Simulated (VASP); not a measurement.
# CdSe in VASP 6.6.1, relaxation

INCAR

```
EDIFFG = -5E-3
PREC = Accurate
NSW = 40
ENCUT = 600
SIGMA = 0.02
LASPH = .TRUE.
GGA = PS
NELM = 120
ISIF = 3
EDIFF = 1E-7
LREAL = .FALSE.
IBRION = 2
POTIM = 0.2
LWAVE = .FALSE.
ISMEAR = -1
NBANDS = 16
LCHARG = .FALSE.
```

KPOINTS

```
KPOINTS created by Atomic Simulation Environment
0
Gamma
6 6 6
0 0 0
```

POSCAR

```
Cd Se
 1.0000000000000000
     3.5571112203489168    0.0000000000000000    0.0000000000000000
     0.0000000000000000    3.5571112203489168    0.0000000000000000
     0.0000000000000000    0.0000000000000000    3.5571112203489168
 Cd  Se
   1   1
Cartesian
 -0.0000000000000000 -0.0000000000000000 -0.0000000000000000
  1.7785556101744584  1.7785556101744584  1.7785556101744584
```

The recommended PBE PAW datasets give the neutral cell 18 valence electrons.

Command

```
mpirun -np 1 vasp_std
```

How does this run end, and what does it give?

It converged. Results: relaxed cell vector lengths 3.485, 3.485, 3.485 Å; relaxed cell volume 42.32 Å³.

OSZICAR

```
N       E                     dE             d eps       ncg     rms          rms(c)
DAV:   1     0.108891949101E+03    0.10889E+03   -0.10077E+04   664   0.118E+03
DAV:   2    -0.193811495487E+01   -0.11083E+03   -0.10340E+03   808   0.264E+02
DAV:   3    -0.557239227618E+01   -0.36343E+01   -0.36266E+01   744   0.478E+01
DAV:   4    -0.558223019159E+01   -0.98379E-02   -0.98377E-02   808   0.250E+00
DAV:   5    -0.558226206158E+01   -0.31870E-04   -0.31870E-04   768   0.131E-01    0.456E+00
DAV:   6    -0.506984066334E+01    0.51242E+00   -0.87643E-01   704   0.107E+01    0.414E+00
DAV:   7    -0.506310669663E+01    0.67340E-02   -0.65964E-02   688   0.221E+00    0.213E+00
DAV:   8    -0.505910636709E+01    0.40003E-02   -0.10838E-02   664   0.105E+00    0.281E-01
DAV:   9    -0.505799716498E+01    0.11092E-02   -0.24792E-03   744   0.550E-01    0.103E-01
DAV:  10    -0.505780729899E+01    0.18987E-03   -0.32969E-04   696   0.216E-01    0.422E-02
...
   3 F= -.50903994E+01 E0= -.50878861E+01  d E =-.325895E-01
       N       E                     dE             d eps       ncg     rms          rms(c)
DAV:   1    -0.509128750541E+01   -0.88805E-03   -0.15591E-02   704   0.144E+00    0.213E-01
DAV:   2    -0.509052031451E+01    0.76719E-03   -0.14883E-03   720   0.521E-01    0.645E-02
DAV:   3    -0.509044818681E+01    0.72128E-04   -0.18464E-04   776   0.168E-01    0.616E-02
DAV:   4    -0.509044459854E+01    0.35883E-05   -0.10300E-05   672   0.332E-02    0.223E-02
DAV:   5    -0.509044356283E+01    0.10357E-05   -0.21873E-06   728   0.186E-02    0.249E-03
DAV:   6    -0.509044377492E+01   -0.21209E-06   -0.40043E-07   672   0.534E-03    0.171E-03
DAV:   7    -0.509044371297E+01    0.61951E-07   -0.98969E-09   336   0.100E-03
   4 F= -.50904437E+01 E0= -.50879351E+01  d E =-.326338E-01
```

```
ionic step  ΔE (meV/atom)  volume (Å³)  largest force (eV/Å)  pressure (GPa)  electronic steps
         1            0.0        45.01                 0.000           -3.67                14
         2          -11.9        43.68                 0.000           -2.02                 9
         3          -16.3        42.41                 0.000           -0.15                 9
         4          -16.3        42.32                 0.000            0.01                 7
```

For comparison, a separate PBEsol relaxation on usual settings, not on those above, ends at 42.32 Å³.
